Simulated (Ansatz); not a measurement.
# BP, zinc blende: band edges under a change of volume

How fast do the gaps move when the cell is scaled evenly? The geometries come from the semilocal relaxation.

Calculated with Ansatz 0.2.0, HSE06, PAW files of the set soft_1, cutoff 600 eV, Fermi–Dirac smearing 0.02 eV, k-mesh 7×7×7, no spin polarisation, no spin-orbit coupling.

Reference cell, relaxed at zero pressure with PBEsol (F-43m): a = 3.1961 Å, b = 3.1961 Å, c = 3.1961 Å, α = 60.00°, β = 60.00°, γ = 60.00°.

```
atom       x       y       z
   P  0.7500  0.7500  0.7500
   B  0.0000  0.0000  0.0000
```

Levels are read on the k-mesh and along lines from Γ to X = (0.5, 0, 0.5), L = (0.5, 0.5, 0.5), K = (0.375, 0.375, 0.75) and W = (0.5, 0.25, 0.75) in the reciprocal basis of this cell (the letters only name these points), and count from the highest filled level.

| ln(V/V0) | gap (eV) | direct gap at Γ (eV) | lowest empty along Γ–X (Γ left out) (eV) | lowest empty at K (eV) |
| --- | --- | --- | --- | --- |
| −0.0619 | 1.854 | 4.469 | 1.854 | 2.860 |
| −0.0408 | 1.887 | 4.430 | 1.887 | 2.881 |
| −0.0202 | 1.919 | 4.393 | 1.919 | 2.902 |
| 0.0000 | 1.950 | 4.359 | 1.950 | 2.922 |
| 0.0198 | 1.979 | 4.327 | 1.979 | 2.940 |
| 0.0583 | 2.034 | 4.270 | 2.034 | 2.974 |

**Question.** Fit the lowest empty level at K and give it at ln(V/V0) = 0.0392, a row left out above.

A straight line through the 6 rows: the means are −0.007467 for ln(V/V0) and 2.9132 for the level, Σ(Δx)² = 0.009361 and ΣΔxΔy = 0.008907, so the slope is 0.008907/0.009361 = 0.9515 and the intercept 2.9132 − (0.9515)(−0.007467) = 2.9203.

The slope is the volume deformation potential of this gap, 0.95 eV, as a mean over the range. The line gives 2.958 eV. The run itself gives 2.958 eV, so the estimate misses by 0.000 eV, a rounding's worth.

The gap lies below the direct one at Γ in every row.

[Logs are printed without paths, hosts, clocks, repeated set-up lines and the standing remarks that a program may print on its own settings, such as how far it seeks lower states.]
